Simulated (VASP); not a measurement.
# MoS2 (P6_3/mmc) in VASP: band structure with PBE

Aim: the band structure of MoS2 with PBE.

Program: VASP 6.6.1. These are calculated values, not measurements. Logs are shortened: lines on timing, memory, paths and dates and some standing lists are left out, and cuts for length are marked.

**1. The crystal as given**

Symmetry: P6_3/mmc, No. 194, hexagonal system. The conventional cell has a = 3.169 Å, b = 3.169 Å, c = 12.324 Å, α = 90.00°, β = 90.00°, γ = 120.00°. Around Mo (site symmetry -6m2) lie 6 S at 2.41 Å. Around S (site symmetry 3m) lie 3 Mo at 2.41 Å.

**2. Band structure, PBE, non-collinear spin, zero start, spin-orbit coupling**

Input file POSCAR:

```
MoS2
1.0
    3.1690000000      0.0000000000      0.0000000000
   -1.5845000000      2.7444345000      0.0000000000
    0.0000000000      0.0000000000     12.3240000000
Mo S
2 4
Direct
    0.3333333300      0.6666666700      0.2500000000
    0.6666666700      0.3333333300      0.7500000000
    0.3333333300      0.6666666700      0.6230000000
    0.6666666700      0.3333333300      0.1230000000
    0.3333333300      0.6666666700      0.8770000000
    0.6666666700      0.3333333300      0.3770000000
```

Input file INCAR.step1:

```
  ALGO = Fast
  EDIFF = 1E-7
  ENCUT = 520
  GGA = PE
  GGA_COMPAT = False
  ISIF = 2
  ISMEAR = 0
  LASPH = True
  LCHARG = True
  LMAXMIX = 4
  LORBIT = 11
  LREAL = False
  LSORBIT = True
  LWAVE = False
  MAGMOM = 0 0 0 0 0 0 0 0 0 0 0 0 0 0 0 0 0 0
  NBANDS = 68
  NELM = 100
  PREC = Accurate
  SIGMA = 0.02
```

Input file KPOINTS.step1:

```
k-points
0
Gamma
  12 12 4
```

Input file INCAR.step2:

```
  ALGO = Fast
  EDIFF = 1E-7
  ENCUT = 520
  GGA = PE
  GGA_COMPAT = False
  ICHARG = 11
  ISIF = 2
  ISMEAR = 0
  LASPH = True
  LCHARG = False
  LMAXMIX = 4
  LORBIT = 11
  LREAL = False
  LSORBIT = True
  LWAVE = False
  MAGMOM = 0 0 0 0 0 0 0 0 0 0 0 0 0 0 0 0 0 0
  NBANDS = 68
  NELM = 100
  PREC = Accurate
  SIGMA = 0.05
```

Input file KPOINTS.step2:

```
path GMKGALHA,LM,KH
20
line-mode
reciprocal
 0.0000000000  0.0000000000  0.0000000000  G
 0.5000000000  0.0000000000  0.0000000000  M

 0.5000000000  0.0000000000  0.0000000000  M
 0.3333333333  0.3333333333  0.0000000000  K

 0.3333333333  0.3333333333  0.0000000000  K
 0.0000000000  0.0000000000  0.0000000000  G

 0.0000000000  0.0000000000  0.0000000000  G
 0.0000000000  0.0000000000  0.5000000000  A

 0.0000000000  0.0000000000  0.5000000000  A
 0.5000000000  0.0000000000  0.5000000000  L

 0.5000000000  0.0000000000  0.5000000000  L
 0.3333333333  0.3333333333  0.5000000000  H

 0.3333333333  0.3333333333  0.5000000000  H
 0.0000000000  0.0000000000  0.5000000000  A

 0.5000000000  0.0000000000  0.5000000000  L
 0.5000000000  0.0000000000  0.0000000000  M

 0.3333333333  0.3333333333  0.0000000000  K
 0.3333333333  0.3333333333  0.5000000000  H
```

Potentials or basis: VASP PAW PBE potentials, release 64 (Mo_sv, S).

On the command line:

```bash
$ cat potpaw_PBE.64/Mo_sv/POTCAR potpaw_PBE.64/S/POTCAR > POTCAR
$ cp INCAR.step1 INCAR
$ cp KPOINTS.step1 KPOINTS
$ mpirun -np 1 vasp_ncl > vasp.out
$ cp INCAR.step2 INCAR
$ cp KPOINTS.step2 KPOINTS
$ mpirun -np 1 vasp_ncl > vasp.out
```

OUTCAR:

```text
EDIFF = 1E-7
   ENCUT = 520
   GGA = PE
   ICHARG = 11
   ISIF = 2
   ISMEAR = 0
   LASPH = True
   LORBIT = 11
   LREAL = False
   LSORBIT = True
   NELM = 100
   PREC = Accurate

 ion  position               nearest neighbor table
   1  0.333  0.667  0.250-   4 2.41   6 2.41   4 2.41   6 2.41   4 2.41   6 2.41
   2  0.667  0.333  0.750-   3 2.41   5 2.41   3 2.41   5 2.41   3 2.41   5 2.41
   3  0.333  0.667  0.623-   2 2.41   2 2.41   2 2.41
   4  0.667  0.333  0.123-   1 2.41   1 2.41   1 2.41
   5  0.333  0.667  0.877-   2 2.41   2 2.41   2 2.41
   6  0.667  0.333  0.377-   1 2.41   1 2.41   1 2.41

  LATTYP: Found a hexagonal cell.
 ALAT       =     3.1690000000
 C/A-ratio  =     3.8889239508

  Lattice vectors:

 A1 = (   3.1690000000,   0.0000000000,   0.0000000000)
 A2 = (  -1.5845000000,   2.7444345000,   0.0000000000)
 A3 = (   0.0000000000,   0.0000000000,  12.3240000000)

Analysis of symmetry for initial positions (statically):
=====================================================================
 Subroutine PRICEL returns:
 Original cell was already a primitive cell.

 Routine SETGRP: Setting up the symmetry group for a
 hexagonal supercell.

 Subroutine GETGRP returns: Found 24 space group operations
 (whereof 12 operations were pure point group operations)
 out of a pool of 24 trial point group operations.

The static configuration has the point symmetry D_3d.
 The point group associated with its full space group is D_6h.

Analysis of symmetry for dynamics (positions and initial velocities):
=====================================================================
 Subroutine PRICEL returns:
 Original cell was already a primitive cell.

 Routine SETGRP: Setting up the symmetry group for a
 hexagonal supercell.

 Subroutine GETGRP returns: Found 24 space group operations
 (whereof 12 operations were pure point group operations)
 out of a pool of 24 trial point group operations.

The dynamic configuration has the point symmetry D_3d.
 The point group associated with its full space group is D_6h.

Analysis of structural, dynamic, and magnetic symmetry:
=====================================================================
 Subroutine PRICEL returns:
 Original cell was already a primitive cell.

 Routine SETGRP: Setting up the symmetry group for a
 hexagonal supercell.

 Subroutine GETGRP returns: Found 24 space group operations
 (whereof 12 operations were pure point group operations)
 out of a pool of 24 trial point group operations.

The overall configuration has the point symmetry D_3d.
 The point group associated with its full space group is D_6h.

 Subroutine INISYM returns: Found 24 space group operations
 (whereof 12 operations are pure point group operations),
 and found     1 'primitive' translations

----------------------------------------------------------------------------------------

                                     Primitive cell

  volume of cell :     107.1832

  direct lattice vectors                    reciprocal lattice vectors
     3.169000000  0.000000000  0.000000000     0.315556958  0.182186895  0.000000000
    -1.584500000  2.744434500  0.000000000     0.000000000  0.364373790  0.000000000
     0.000000000  0.000000000 12.324000000     0.000000000  0.000000000  0.081142486

  length of vectors
     3.169000000  3.168999996 12.324000000     0.364373789  0.364373790  0.081142486

  position of ions in fractional coordinates (direct lattice)
     0.333333330  0.666666670  0.250000000
     0.666666670  0.333333330  0.750000000
     0.333333330  0.666666670  0.623000000
     0.666666670  0.333333330  0.123000000
     0.333333330  0.666666670  0.877000000
     0.666666670  0.333333330  0.377000000

  ion indices of the primitive-cell ions
   primitive index   ion index
                 1           1
[... 95 lines left out ...]
   GGA     = PE    functional components
   LHFCALC =     F    Hartree Fock is set to
   AEXX    =    0.0000 exact exchange contribution
   IVDW    =     0    specifies the selected vdW correction
   LEPSILON=     F    determine dielectric tensor
   LRPA    =     F    only Hartree local field effects (RPA)
 RMM-DIIS sequential band-by-band and
 Gauss-broadening in eV      SIGMA  =   0.05
  energy-cutoff  :      520.00
  volume of cell :      107.18
 maximum number of plane-waves:      5828
 NGX is ok and might be reduce to    24

 number of electron      51.9999997 magnetization       0.0000000     -0.0000000      0.0000000

 Free energy of the ion-electron system (eV)
  ---------------------------------------------------
  ext. energy  EPLUGINS =         0.00000000
  ---------------------------------------------------
  free energy    TOTEN  =       -42.74800327 eV

  energy without entropy =      -42.74800327  energy(sigma->0) =      -42.74800327

 E-fermi :   7.7500     XC(G=0): -10.8172

 val. band max:        7.4867947777   @ k =   0.0000   0.0000   0.0000
 cond. band min:       8.3691348488   @ k =   0.1754   0.1754   0.0000
 fundamental gap:      0.8823400711
 Fermi energy:         7.7500463121

 k-point     1 :       0.0000    0.0000    0.0000
  band No.  band energies     occupation
      1     -54.0201      1.00000
      2     -54.0201      1.00000
      3     -54.0200      1.00000
      4     -54.0200      1.00000
      5     -29.6644      1.00000
      6     -29.6644      1.00000
[... 1597 lines left out ...]
     63      10.7594      0.00000
     64      10.7594      0.00000

 [... further k-points ...]

 [bands above 64 left out]

------------------------ aborting loop because EDIFF is reached ----------------------------------------

  FORCE on cell =-STRESS in cart. coord.  units (eV):
  Direction    XX          YY          ZZ          XY          YZ          ZX
  --------------------------------------------------------------------------------------
  -------------------------------------------------------------------------------------
  Total        4.3280755      4.3280755     11.6328930      0.0000000     -0.0000000      0.0000000
  in kB       64.6961757     64.6961754    173.8887624      0.0000000     -0.0000000      0.0000000
  external PRESSURE =     101.0937045 kB  Pullay stress =       0.0000000 kB

 VOLUME and BASIS-vectors are now :
 -----------------------------------------------------------------------------
  energy-cutoff  :      520.00
  volume of cell :      107.18
      direct lattice vectors                 reciprocal lattice vectors
     3.169000000  0.000000000  0.000000000     0.315556958  0.182186895  0.000000000
    -1.584500000  2.744434500  0.000000000     0.000000000  0.364373790  0.000000000
     0.000000000  0.000000000 12.324000000     0.000000000  0.000000000  0.081142486

 POSITION                                       TOTAL-FORCE (eV/Angst)
 -----------------------------------------------------------------------------------
     -0.00000      1.82962      3.08100         0.000000      0.000000      0.000000
      1.58450      0.91481      9.24300         0.000000     -0.000000     -0.000000
     -0.00000      1.82962      7.67785        -0.000000      0.000000      0.001780
      1.58450      0.91481      1.51585        -0.000000      0.000000      0.001780
     -0.00000      1.82962     10.80815         0.000000     -0.000000     -0.001780
      1.58450      0.91481      4.64615        -0.000000     -0.000000     -0.001780
 -----------------------------------------------------------------------------------
    total drift:                                0.000000      0.000000      0.000000

  FREE ENERGIE OF THE ION-ELECTRON SYSTEM (eV)
  ---------------------------------------------------
  free  energy   TOTEN  =       -42.7480032712 eV

  energy  without entropy=      -42.7480032712  energy(sigma->0) =      -42.74800327

 Spin-Orbit-Coupling matrix elements

 Ion:    1  E_soc:     -0.1917177
 l=   1
     0.0000000    -0.0294015    -0.0295450
    -0.0294015     0.0000000    -0.0294015
    -0.0295450    -0.0294015     0.0000000
 l=   2
     0.0000000    -0.0004811     0.0000000    -0.0004811    -0.0021571
    -0.0004811     0.0000000    -0.0015292    -0.0003708    -0.0004811
     0.0000000    -0.0015292     0.0000000    -0.0015292     0.0000000
    -0.0004811    -0.0003708    -0.0015292     0.0000000    -0.0004811
    -0.0021571    -0.0004811     0.0000000    -0.0004811     0.0000000
 l=   3
     0.0000000     0.0000000     0.0000000     0.0000000     0.0000000     0.0000000     0.0000000
     0.0000000     0.0000000     0.0000000     0.0000000     0.0000000     0.0000000     0.0000000
     0.0000000     0.0000000     0.0000000     0.0000000     0.0000000     0.0000000     0.0000000
     0.0000000     0.0000000     0.0000000     0.0000000     0.0000000     0.0000000     0.0000000
[... 89 lines left out ...]
 l=   2
     0.0000000     0.0000000     0.0000000     0.0000000     0.0000000
     0.0000000     0.0000000     0.0000000     0.0000000     0.0000000
     0.0000000     0.0000000     0.0000000     0.0000000     0.0000000
     0.0000000     0.0000000     0.0000000     0.0000000     0.0000000
     0.0000000     0.0000000     0.0000000     0.0000000     0.0000000
 l=   3
     0.0000000     0.0000000     0.0000000     0.0000000     0.0000000     0.0000000     0.0000000
     0.0000000     0.0000000     0.0000000     0.0000000     0.0000000     0.0000000     0.0000000
     0.0000000     0.0000000     0.0000000     0.0000000     0.0000000     0.0000000     0.0000000
     0.0000000     0.0000000     0.0000000     0.0000000     0.0000000     0.0000000     0.0000000
     0.0000000     0.0000000     0.0000000     0.0000000     0.0000000     0.0000000     0.0000000
     0.0000000     0.0000000     0.0000000     0.0000000     0.0000000     0.0000000     0.0000000
     0.0000000     0.0000000     0.0000000     0.0000000     0.0000000     0.0000000     0.0000000

 total charge

# of ion       s       p       d       tot
------------------------------------------
    1        2.278   6.214   4.112  12.604
    2        2.278   6.214   4.112  12.604
    3        1.356   2.307   0.000   3.663
    4        1.356   2.307   0.000   3.663
    5        1.356   2.307   0.000   3.663
    6        1.356   2.307   0.000   3.663
--------------------------------------------------
tot          9.980  21.656   8.223  39.859

 magnetization (x)

# of ion       s       p       d       tot
------------------------------------------
    1        0.000  -0.000   0.000   0.000
    2        0.000  -0.000  -0.000  -0.000
    3        0.000   0.000   0.000   0.000
    4       -0.000   0.000   0.000  -0.000
    5       -0.000  -0.000   0.000  -0.000
    6        0.000   0.000   0.000   0.000
--------------------------------------------------
tot          0.000  -0.000   0.000  -0.000

 magnetization (y)

# of ion       s       p       d       tot
------------------------------------------
    1        0.000   0.000   0.000   0.000
    2       -0.000   0.000   0.000   0.000
    3        0.000   0.000   0.000   0.000
    4        0.000   0.000   0.000   0.000
    5        0.000   0.000   0.000   0.000
    6       -0.000   0.000   0.000  -0.000
--------------------------------------------------
tot         -0.000   0.000   0.000   0.000

 magnetization (z)

# of ion       s       p       d       tot
------------------------------------------
    1        0.000   0.000   0.000   0.000
    2        0.000   0.000   0.000   0.000
    3        0.000   0.000   0.000   0.000
    4        0.000   0.000   0.000   0.000
    5        0.000   0.000   0.000   0.000
    6        0.000   0.000   0.000   0.000
--------------------------------------------------
tot          0.000   0.000   0.000   0.000
```

It took 56 min on 1 thread of Intel Xeon Platinum 8259CL at 2.50GHz (Skylake/Cascade Lake), shared host; peak memory 1.6 GiB.

Results:

```yaml
Net_moment: 0.00 μB per cell
```

Moments on the atoms (μB; x, y, z):
```
Mo  0.00 0.00 0.00
Mo  0.00 0.00 0.00
S   0.00 0.00 0.00
S   0.00 0.00 0.00
S   0.00 0.00 0.00
S   0.00 0.00 0.00
```

Caveat: the log is that of the step along the path at fixed density, whose energy, stress, charges and moments have no meaning; this functional lacks dispersion, which binds the layers, so the pressure and a relaxed spacing across them are unreliable.
